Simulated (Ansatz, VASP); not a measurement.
# One calculation of Sb, two programs

```
Sb
1.0
    -1.47428    1.47428    2.42937
     1.47428   -1.47428    2.42937
     1.47428    1.47428   -2.42937
Sb
1
Cartesian
  0.0000 0.0000 0.0000
```

Change from the starting cell: volume scaled by 0.94, crystal datasets.

Alike in both runs: task electric field gradients; functional PBE; k mesh 19 × 19 × 19; occupations fermi-dirac, width 0.05 eV; no spin polarisation.

|  | VASP | Ansatz |
| --- | --- | --- |
| version | VASP 6.6.1 | Ansatz 0.2.0 |
| potentials or method | VASP PAW PBE potentials, release 64 (Sb), cutoff 520 eV | all-electron PAW with datasets made for the crystal, scalar-relativistic |

VASP gave:

| Item | Value |
| --- | --- |
| pressure (GPa) | 28.9 |
| largest component of the traceless stress (GPa) | 2.46 |
| Vzz of the field gradient on the site that differs most (V/Å²) | 37.1 |

**Question.** What did Ansatz give for the same quantities?

**Answer.** Pressure (GPa): 28.9; largest component of the traceless stress (GPa): 2.33; Vzz of the field gradient on the site that differs most (V/Å²): 36.9.

Ansatz ran all-electron here, so the differences hold the error of VASP's frozen core and of both bases. Ansatz warned: «gradients_without_spin_orbit».

Caveats: so large a pressure means that the cell lies far from this level's equilibrium, or that cutoff or potentials fall short (VASP). Spin-orbit coupling is left out, which matters for the levels of Sb.
